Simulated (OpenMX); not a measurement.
**Bi under changes of volume**

One of the cells (35.771 Å³/atom); the others are scaled copies at fixed shape and fractional positions:

```
Bi
1.0
     2.28252    1.31781    3.96408
    -2.28252    1.31781    3.96408
     0.00000   -2.63562    3.96408
Bi
2
Direct
  0.76600 0.76600 0.76600
  0.23400 0.23400 0.23400
```

| Property | Result |
| --- | --- |
| Program | OpenMX 3.8.5 |
| Functional | PBE |
| Potentials or basis | OpenMX 2013 PBE set, Bi8.0-s3p2d2f1, fixed grid of 50 × 50 × 50 points |
| k mesh | 7 × 7 × 7 |
| Occupations | fermi-dirac, width 0.05 eV |
| Spin | no spin polarisation |

```tsv
volume (Å³/atom)	energy over the lowest point (meV/atom)	gap on the mesh (eV)	largest force (eV/Å)
32.965	92.79	0.32	0.704
33.667	63.93	0.31	0.588
34.368	41.20	0.30	0.466
35.771	?	?	?
36.472	3.79	0.27	0.170
37.174	0.00	0.26	0.078
```

Q: What does the run at 35.771 Å³/atom give?

A: Energy over the lowest point 11.64 meV/atom; gap on the mesh 0.28 eV; largest force 0.260 eV/Å.

Worked out: A Birch-Murnaghan fit of order 3 (a polynomial in V^(-2/3)) to the other rows has its minimum at 37.55 Å³/atom, just outside them, with B0 = V·E''(V) = 42 GPa and B' = 4.4 at fixed shape and positions, which overstates the stiffness. It gives 11.62 meV/atom at 35.771 Å³/atom, against the run's 11.64. A straight line through the other rows of the gap, of slope -0.5 eV per unit of ln V, gives 0.28 eV, against the run's 0.28.

Energies are extrapolated to zero smearing.

Caveats: the basis has few d functions beyond the semicore shells, which can make volumes several per cent too large; spin-orbit coupling is left out, which as a rule narrows the gap of such compounds by several tenths of an eV; an odd mesh through Γ misses points on the zone boundary, where band edges often lie; the basis of atomic orbitals isn't converged, which shifts pressures, moduli and gaps.
